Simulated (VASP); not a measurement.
Si, 2 atoms in the cell. The cell holds a slab with vacuum, 2 atoms: a = 3.847 Å, b = 3.847 Å, c = 28.000 Å, α = 90.00°, β = 90.00°, γ = 120.00°. The cell was built by a generator and needn't be a form met in nature.

| Property | Result |
| --- | --- |
| Program | VASP 6.6.1 |
| Task | single point |
| Functional | PBE |
| Dispersion | D3(BJ) |
| Potentials or basis | VASP PAW PBE potentials, release 64 (Si) |
| Cutoff | 520 eV |
| k mesh | 15 × 15 × 1 |
| Occupations | gaussian, width 0.1 eV |
| Spin | no spin polarisation |
| Dipole correction | yes |
| Further INCAR settings | ALGO = Fast; EDIFF = 1e-07; NBANDS = 11 |

Potentials or basis: VASP PAW PBE potentials, release 64 (Si).

Launch:

```console
$ cat potpaw_PBE.64/Si/POTCAR > POTCAR
$ mpirun -np 1 vasp_std > vasp.out
```

Hardware: 1 thread of Intel(R) Xeon(R) 6975P-C (Granite Rapids), with other jobs on the host.

Question: Estimate the wall time of this run.

Answer: It took 120 s on 1 thread of Intel(R) Xeon(R) 6975P-C (Granite Rapids), with other jobs on the host, peak memory 0.47 GiB. Counts: scf iterations 24, k points 27.
